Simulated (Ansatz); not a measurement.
BN (zincblende), relaxed with r2SCAN in Ansatz. The symmetry is F-43m (No. 216, cubic); conventional cell a = 3.610 Å, 5.88 Å³ an atom. B has 4 N at 1.56 Å; N has 4 B at 1.56 Å.

The axes x, y and z are those of this cell:
```xyz
2
Lattice="0.0000 1.8048 1.8048 1.8048 0.0000 1.8048 1.8048 1.8048 0.0000" Properties=species:S:1:pos:R:3 pbc="T T T"
B     0.0000    0.0000    0.0000
N     0.9024    0.9024    0.9024
```

Unstrained: With PBE the valence top lies at Γ and the conduction bottom at X, 4.477 eV higher; the smallest vertical gap, at Γ, is 8.852 eV. r2SCAN gives an indirect gap of 5.003 eV, from Γ to X; the least direct gap is 9.587 eV at Γ. HSE06 gives an indirect gap of 5.794 eV, from Γ to X; the least direct gap is 10.592 eV at Γ. Meshes: PBE 12×12×12, r2SCAN 12×12×12, HSE06 8×8×8. Strains are changes of length per length. After each strain the atoms were relaxed again with r2SCAN within the symmetry that the strain leaves, so tilts or polar shifts that break it weren't tested; points keep the names that they have in the unstrained zone. No spin polarisation and no zero-point or thermal motion.

(1) Apply epitaxial -2.0 % in the xy plane, free normal strain +0.85 %. How far does the gap move, against the unstrained cell?

(2) Estimate what epitaxial -4.0 % in the xy plane, free normal strain +1.68 % does to the gap.

(3) For epitaxial -1.0 % in the xy plane, how far does the free direction move, and what happens to the gap?

(4) Apply epitaxial +3.0 % in the xy plane, free normal strain -1.30 %. How far does the gap move, against the unstrained cell?

(5) For epitaxial -3.0 % in the xy plane, how far does the free direction move, and what happens to the gap?

(6) Estimate what epitaxial +4.0 % in the xy plane, free normal strain -1.74 % does to the gap.

(7) Apply epitaxial +2.0 % in the xy plane, free normal strain -0.86 %. How far does the gap move, against the unstrained cell?

(8) For epitaxial +1.0 % in the xy plane, how far does the free direction move, and what happens to the gap?

(9) Order the strained cells by their HSE06 gap, smallest first.
A. epitaxial -1.0 % in the xy plane
B. epitaxial +3.0 % in the xy plane
C. epitaxial -4.0 % in the xy plane
D. epitaxial +4.0 % in the xy plane
E. epitaxial -3.0 % in the xy plane
F. epitaxial +1.0 % in the xy plane
G. epitaxial +2.0 % in the xy plane
H. epitaxial -2.0 % in the xy plane

Results:

(1) PBE: the gap goes from 4.477 to 4.239 eV (-0.238 eV); the X points, equivalent before, split by 518 meV, and the conduction bottom lies at those like (0, 1/2, 1/2); with r2SCAN the top three valence levels at Γ, degenerate before, become 2+1 from the top over 310 meV. r2SCAN: the gap goes from 5.003 to 4.769 eV (-0.234 eV); the X points, equivalent before, split by 534 meV, and the conduction bottom lies at those like (0, 1/2, 1/2). HSE06: the gap goes from 5.794 to 5.560 eV (-0.234 eV); the X points, equivalent before, split by 532 meV, and the conduction bottom lies at those like (0, 1/2, 1/2). The r2SCAN energy rises by 14.2 meV an atom.

(2) PBE: the gap goes from 4.477 to 3.989 eV (-0.488 eV); the X points, equivalent before, split by 1082 meV, and the conduction bottom lies at those like (0, 1/2, 1/2); with r2SCAN the top three valence levels at Γ, degenerate before, become 2+1 from the top over 669 meV. r2SCAN: the gap goes from 5.003 to 4.519 eV (-0.484 eV); the X points, equivalent before, split by 1116 meV, and the conduction bottom lies at those like (0, 1/2, 1/2). HSE06: the gap goes from 5.794 to 5.311 eV (-0.483 eV); the X points, equivalent before, split by 1110 meV, and the conduction bottom lies at those like (0, 1/2, 1/2). The r2SCAN energy rises by 59.1 meV an atom.

(3) The normal strain at zero normal stress is +0.43 %, 0.43 of the in-plane strain with the sign turned. PBE: the gap goes from 4.477 to 4.360 eV (-0.117 eV); the X points, equivalent before, split by 254 meV, and the conduction bottom lies at those like (0, 1/2, 1/2); with r2SCAN the top three valence levels at Γ, degenerate before, become 2+1 from the top over 150 meV. r2SCAN: the gap goes from 5.003 to 4.888 eV (-0.115 eV); the X points, equivalent before, split by 262 meV, and the conduction bottom lies at those like (0, 1/2, 1/2). HSE06: the gap goes from 5.794 to 5.679 eV (-0.115 eV); the X points, equivalent before, split by 261 meV, and the conduction bottom lies at those like (0, 1/2, 1/2).

(4) PBE: the gap goes from 4.477 to 3.720 eV (-0.757 eV); with r2SCAN the top three valence levels at Γ, degenerate before, become 1+2 from the top over 388 meV. r2SCAN: the gap goes from 5.003 to 4.222 eV (-0.781 eV). HSE06: the gap goes from 5.794 to 5.008 eV (-0.786 eV). The r2SCAN energy rises by 28.7 meV an atom.

(5) The normal strain at zero normal stress is +1.27 %, 0.42 of the in-plane strain with the sign turned. PBE: the gap goes from 4.477 to 4.115 eV (-0.362 eV); the X points, equivalent before, split by 794 meV, and the conduction bottom lies at those like (0, 1/2, 1/2); with r2SCAN the top three valence levels at Γ, degenerate before, become 2+1 from the top over 483 meV. r2SCAN: the gap goes from 5.003 to 4.647 eV (-0.356 eV); the X points, equivalent before, split by 819 meV, and the conduction bottom lies at those like (0, 1/2, 1/2). HSE06: the gap goes from 5.794 to 5.437 eV (-0.357 eV); the X points, equivalent before, split by 815 meV, and the conduction bottom lies at those like (0, 1/2, 1/2).

(6) PBE: the gap goes from 4.477 to 3.499 eV (-0.978 eV); with r2SCAN the top three valence levels at Γ, degenerate before, become 1+2 from the top over 500 meV. r2SCAN: the gap goes from 5.003 to 3.994 eV (-1.009 eV). HSE06: the gap goes from 5.794 to 4.778 eV (-1.016 eV). The r2SCAN energy rises by 50.0 meV an atom.

(7) PBE: the gap goes from 4.477 to 3.957 eV (-0.520 eV); with r2SCAN the top three valence levels at Γ, degenerate before, become 1+2 from the top over 268 meV. r2SCAN: the gap goes from 5.003 to 4.465 eV (-0.538 eV). HSE06: the gap goes from 5.794 to 5.254 eV (-0.540 eV). The r2SCAN energy rises by 13.0 meV an atom.

(8) The normal strain at zero normal stress is -0.43 %, 0.43 of the in-plane strain with the sign turned. PBE: the gap goes from 4.477 to 4.209 eV (-0.268 eV); with r2SCAN the top three valence levels at Γ, degenerate before, become 1+2 from the top over 139 meV. r2SCAN: the gap goes from 5.003 to 4.726 eV (-0.277 eV). HSE06: the gap goes from 5.794 to 5.516 eV (-0.278 eV).

(9) D (4.78 eV), B (5.01 eV), G (5.25 eV), C (5.31 eV), E (5.44 eV), F (5.52 eV), H (5.56 eV), A (5.68 eV).

The meshes of the hybrids are coarse, so their gaps aren't converged to the digits shown.

The splittings at Γ are without spin-orbit coupling, which regroups them where it is of like size or larger.
